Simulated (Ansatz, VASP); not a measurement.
## Au: VASP beside Ansatz

File POSCAR:

```
Au
1.0
    0.0000000000      2.0615246536      2.0615246536
    2.0615246536      0.0000000000      2.0615246536
    2.0615246536      2.0615246536      0.0000000000
Au
1
Direct
    0.0000000000      0.0000000000      0.0000000000
```

Contents of INCAR.step1:

```
SYSTEM = Au
  ALGO = Normal
  EDIFF = 1E-4
  ENCUT = 520
  GGA = PE
  ISMEAR = -1
  LASPH = .True.
  LCHARG = .False.
  LREAL = .False.
  LWAVE = .True.
  NBANDS = 12
  NELM = 80
  PREC = Accurate
  SIGMA = 0.3
```

File INCAR.step2:

```
SYSTEM = Au
  ALGO = Normal
  EDIFF = 1E-7
  ENCUT = 520
  ISIF = 2
  ISMEAR = -1
  ISTART = 1
  LASPH = .True.
  LCHARG = .True.
  LELF = .True.
  LMIXTAU = .True.
  LREAL = .False.
  LVHAR = .True.
  LWAVE = .False.
  METAGGA = R2SCAN
  NBANDS = 12
  NELM = 80
  PREC = Accurate
  SIGMA = 0.3
```

Contents of KPOINTS:

```
k-points
0
Gamma
  13 13 13
  0 0 0
```

Input for Ansatz:

```yaml
crystal:
  lattice:
    - [0.0, 2.0615246536, 2.0615246536]
    - [2.0615246536, 0.0, 2.0615246536]
    - [2.0615246536, 2.0615246536, 0.0]
  atoms:
    - { symbol: Au, position: [0.0, 0.0, 0.0] }
hamiltonian:
  xc: r2scan
  pseudopotentials:
    kind: paw
    azcp:
      Au: "pseudopotentials/Au.paw.azcp"
basis:
  ecutwfc: 500
  fft_grid_basis: typed
kpoints:
  mp_grid: { grid: [13, 13, 13], shift: [0, 0, 0] }
magnetization:
  spin_polarized: false
scf:
  occupations: { method: fermi_dirac, width: 0.3 }
  lower_state_search: "off"
output:
  stress: true
  write_density: true
  write_potential: true
  elf: true
  volumetric_format: npy
```

Alike in both runs: task single point; functional r2SCAN; k mesh 13 × 13 × 13; occupations fermi-dirac, width 0.3 eV; no spin polarisation.

|  | VASP | Ansatz |
| --- | --- | --- |
| version | VASP 6.6.1 | Ansatz 0.2.0 |
| potentials or method | VASP PAW PBE potentials, release 64 (Au) | plane waves (500 eV) with PAW, scalar-relativistic |
| plane-wave cutoff (eV) | 520 | 500 |
| valence electrons in the cell | 11 | 19 |

Ansatz gave:

```
pressure (GPa) : 0.4
```

Problem. Estimate VASP's values.

Solution. Pressure (GPa): 0.6.

The two sets of potentials don't hold the same shells in valence.

Caveats: the PAW data sets were made with another functional, which shifts forces and pressure a little (VASP). Spin-orbit coupling is left out, which matters for the levels of Au.
